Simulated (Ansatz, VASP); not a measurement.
# Two plane-wave programs on Te

```
CELL_PARAMETERS angstrom
4.42411 0.00000 0.00000
-2.21205 3.83139 0.00000
0.00000 0.00000 5.88424
ATOMIC_POSITIONS crystal
Te 0.73100 0.73100 0.00000
Te 0.00000 0.26900 0.66667
Te 0.26900 0.00000 0.33333
```

Change from the starting cell: volume scaled by 0.98.

Alike in both runs: task single point; functional PBE; k mesh 7 × 7 × 5; occupations fermi-dirac, width 0.05 eV; no spin polarisation.

|  | VASP | Ansatz |
| --- | --- | --- |
| version | VASP 6.6.1 | Ansatz 0.2.0 |
| potentials or method | VASP PAW PBE potentials, release 64 (Te) | Ansatz PAW |
| plane-wave cutoff (eV) | 520 | 420 |
| valence electrons in the cell | 18 | 48 |

```csv
,VASP,Ansatz,Ansatz less VASP
gap on the k mesh at the Fermi level (eV),0.62,0.63,+0.004
least direct gap on the mesh (eV),0.80,0.81,+0.012
pressure (GPa),2.5,2.5,-0.01
largest component of the traceless stress (GPa),0.60,0.58,-0.022
rms of the force components (eV/Å),0.157,0.149,-0.0078
```

Atom by atom the forces differ by 0.008 eV/Å (rms over components). The two sets of potentials don't hold the same shells in valence.

Caveats: spin-orbit coupling is left out, which moves the levels of the heavy elements; an odd mesh through Γ misses points on the zone boundary, where band edges often lie (VASP); odd divisions of the mesh miss points on the zone boundary, where band edges often lie, so the gap on the mesh can be too wide (Ansatz).
